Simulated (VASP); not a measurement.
A run of VASP 6.6.1 is set up as follows.

File INCAR:

```
PREC = Accurate
ENCUT = 300
EDIFF = 1E-6
ISMEAR = 1
SIGMA = 0.1
LREAL = False
LASPH = True
NELM = 80
ALGO = Normal
ISIF = 3
LWAVE = False
LCHARG = False
GGA = PE
IBRION = 2
NSW = 90
EDIFFG = -0.01
```

Contents of KPOINTS:

```
regular mesh
0
Gamma
  6 6 3
```

POSCAR

```
TiTe2
1.0
    3.7770000000      0.0000000000      0.0000000000
   -1.8885000000      3.2709779501      0.0000000000
    0.0000000000      0.0000000000      6.4980000000
Ti Te
1 2
Direct
    0.0000000000      0.0000000000      0.0000000000
    0.6666666667      0.3333333333      0.2628000000
    0.3333333333      0.6666666667      0.7372000000
```

Potentials or basis: VASP PAW PBE potentials, release 64 (Ti, Te).

The run is started by

```sh
$ cat potpaw_PBE.64/Ti/POTCAR potpaw_PBE.64/Te/POTCAR > POTCAR
$ mpirun -np 1 vasp_std > vasp.out
```

(1) What does it give for the relaxed cell?

(2) What does it give for the band gap on the k mesh?

Results:

(1) a = 3.789 Å, b = 3.789 Å, c = 6.601 Å, α = 90.00°, β = 90.00°, γ = 120.00°.

(2) none (metal or under the smearing width).
